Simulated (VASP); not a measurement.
# ZnS (Wurtzite-2H) (P6_3mc) in VASP: settings compared, part 2 of 2

VASP 6.6.1. The steps go on from the part before.

## Step 5: Single point, LDA (volume scaled by 0.96)

Input file INCAR:

```
SYSTEM = ZnS
  ALGO = Normal
  EDIFF = 1E-6
  ENCUT = 520
  ISIF = 2
  ISMEAR = -1
  LASPH = .TRUE.
  LCHARG = .FALSE.
  LREAL = .FALSE.
  LWAVE = .FALSE.
  NBANDS = 26
  NELM = 60
  PREC = Accurate
  SIGMA = 0.05
```

Input file KPOINTS:

```
k-points
0
G
  8 8 5
  0 0 0
```

Input file POSCAR:

```
ZnS
1.0
    3.7594936861      0.0000000000      0.0000000000
   -1.8797468431      3.2558170375      0.0000000000
    0.0000000000      0.0000000000      6.1497464286
Zn S
2 2
Direct
    0.6666666667      0.3333333333      0.5000000000
    0.3333333333      0.6666666667      0.0000000000
    0.6666666667      0.3333333333      0.8850000000
    0.3333333333      0.6666666667      0.3850000000
```

Potentials or basis: VASP PAW LDA potentials, release 64 (Zn, S).

Launch:

```console
cat potpaw_LDA.64/Zn/POTCAR potpaw_LDA.64/S/POTCAR > POTCAR
mpirun -np 1 vasp_std > vasp.out
```

OUTCAR:

```text
SYSTEM = ZnS
   EDIFF = 1E-6
   ENCUT = 520
   ISIF = 2
   ISMEAR = -1
   LASPH = .TRUE.
   LREAL = .FALSE.
   NELM = 60
   PREC = Accurate

 ion  position               nearest neighbor table
   1  0.667  0.333  0.500-   4 2.28   4 2.28   4 2.28   3 2.37
   2  0.333  0.667  0.000-   3 2.28   3 2.28   3 2.28   4 2.37
   3  0.667  0.333  0.885-   2 2.28   2 2.28   2 2.28   1 2.37
   4  0.333  0.667  0.385-   1 2.28   1 2.28   1 2.28   2 2.37

  LATTYP: Found a hexagonal cell.
 ALAT       =     3.7594936861
 C/A-ratio  =     1.6357911310

  Lattice vectors:

 A1 = (   3.7594936861,   0.0000000000,   0.0000000000)
 A2 = (  -1.8797468431,   3.2558170375,   0.0000000000)
 A3 = (   0.0000000000,   0.0000000000,   6.1497464286)

Analysis of symmetry for initial positions (statically):
=====================================================================
 Subroutine PRICEL returns:
 Original cell was already a primitive cell.

 Routine SETGRP: Setting up the symmetry group for a
 hexagonal supercell.

 Subroutine GETGRP returns: Found 12 space group operations
[... 165 lines left out ...]
  ext. energy  EPLUGINS =         0.00000000
  ---------------------------------------------------
  free energy    TOTEN  =       -16.37766234 eV

  energy without entropy =      -16.37766234  energy(sigma->0) =      -16.37766234

 E-fermi :   3.3814     XC(G=0): -10.2487

 val. band max:        2.3742029771   @ k =   0.0000   0.0000   0.0000
 cond. band min:       4.5934056872   @ k =   0.0000   0.0000   0.0000
 fundamental gap:      2.2192027100
 Fermi energy:         3.3814122920

 k-point     1 :       0.0000    0.0000    0.0000
  band No.  band energies     occupation
      1     -11.0801      2.00000
      2     -10.0556      2.00000
      3      -4.3242      2.00000
      4      -4.3242      2.00000
      5      -4.2576      2.00000
      6      -4.2576      2.00000
[... 685 lines left out ...]
     25      11.4490      0.00000
     26      11.7647      0.00000

 [... further k-points ...]
[... 5 lines left out ...]
  --------------------------------------------------------------------------------------
  -------------------------------------------------------------------------------------
  Total        0.0467925      0.0467925     -0.9672666     -0.0000000      0.0000000      0.0000000
  in kB        0.9959556      0.9959556    -20.5878132     -0.0000000      0.0000000      0.0000000
  external PRESSURE =      -6.1986340 kB  Pullay stress =       0.0000000 kB

 VOLUME and BASIS-vectors are now :
 -----------------------------------------------------------------------------
  energy-cutoff  :      520.00
  volume of cell :       75.27
      direct lattice vectors                 reciprocal lattice vectors
     3.759493686  0.000000000  0.000000000     0.265993265  0.153571283  0.000000000
    -1.879746843  3.255817037  0.000000000     0.000000000  0.307142566  0.000000000
     0.000000000  0.000000000  6.149746429     0.000000000  0.000000000  0.162608331

 POSITION                                       TOTAL-FORCE (eV/Angst)
 -----------------------------------------------------------------------------------
      1.87975      1.08527      3.07487        -0.000000      0.000000      0.348785
     -0.00000      2.17054      0.00000         0.000000     -0.000000      0.348785
      1.87975      1.08527      5.44253         0.000000     -0.000000     -0.348785
     -0.00000      2.17054      2.36765        -0.000000      0.000000     -0.348785
 -----------------------------------------------------------------------------------
    total drift:                               -0.000001     -0.000001      0.000348

  FREE ENERGIE OF THE ION-ELECTRON SYSTEM (eV)
  ---------------------------------------------------
  free  energy   TOTEN  =       -16.3776623361 eV

  energy  without entropy=      -16.3776623360  energy(sigma->0) =      -16.37766234
```

It took 33 s on 1 thread of Intel Xeon Platinum 8259CL at 2.50GHz (Skylake/Cascade Lake), shared host; peak memory 0.19 GiB.

Results:

* Free energy: -16.3777 eV
* Pressure: -0.6 GPa
* Largest force: 0.349 eV/Å
* Band gap on the k mesh: 2.22 eV, direct

Forces in eV/Å, atoms in the order of the input:
```
Zn   0.000  0.000  0.349
Zn   0.000  0.000  0.349
S    0.000  0.000 -0.349
S    0.000  0.000 -0.349
```

Stress tensor (GPa, compression positive):
```
 0.10  0.00  0.00
 0.00  0.10  0.00
 0.00  0.00 -2.06
```

Levels at points of the mesh, in eV from the valence-band top:
```csv
k point,band 14,band 15,band 16,band 17,band 18,band 19,band 20,band 21,band 22,band 23
"(0.00, 0.00, 0.00)",-0.92,-0.92,-0.01,-0.01,0.00,2.22,2.88,6.13,6.13,6.45
"(0.50, 0.00, 0.00)",-4.46,-3.41,-2.42,-1.72,-1.05,3.39,4.21,4.98,6.99,7.44
```

## Step 6: Summary

```tsv
level	potentials or basis	cell	gap on the mesh (eV)	pressure (GPa)	largest force (eV/Å)
BLYP+D3(BJ)	VASP PAW PBE potentials, release 64 (Zn, S)	a = 3.861, b = 3.861, c = 6.316 Å, angles 90.0, 90.0, 120.0°, 4 atoms	2.06	-2.6	0.30
LDA	VASP PAW LDA potentials, release 64 (Zn, S)	a = 3.733, b = 3.733, c = 6.107 Å, angles 90.0, 90.0, 120.0°, 4 atoms	2.32	1.2	0.38
PBEsol	VASP PAW PBE potentials, release 64 (Zn, S)	a = 3.733, b = 3.733, c = 6.107 Å, angles 90.0, 90.0, 120.0°, 4 atoms	2.41	4.1	0.39
LDA	VASP PAW LDA potentials, release 64 (Zn, S)	a = 3.759, b = 3.759, c = 6.150 Å, angles 90.0, 90.0, 120.0°, 4 atoms	2.22	-0.6	0.35
```

Alike in all rows: task single point; no spin polarisation; k mesh 8 × 8 × 5; cutoff (eV) 520; smearing fermi-dirac 0.05 eV.

Caveats: the PAW data sets were made with another functional, which shifts forces and pressure a little (some runs).

Absolute energies hang on the potentials; compare differences alone.

## Step 7: Against experiment

Step 2. Against the measured gap of ZnS, 3.911 eV (direct; 4 K; a printed reference work, monograph), the calculated 2.06 eV is off by -1.85 eV. The value is that of BLYP+D3(BJ), without temperature or zero-point motion. Semilocal functionals fall short of measured gaps as a rule.
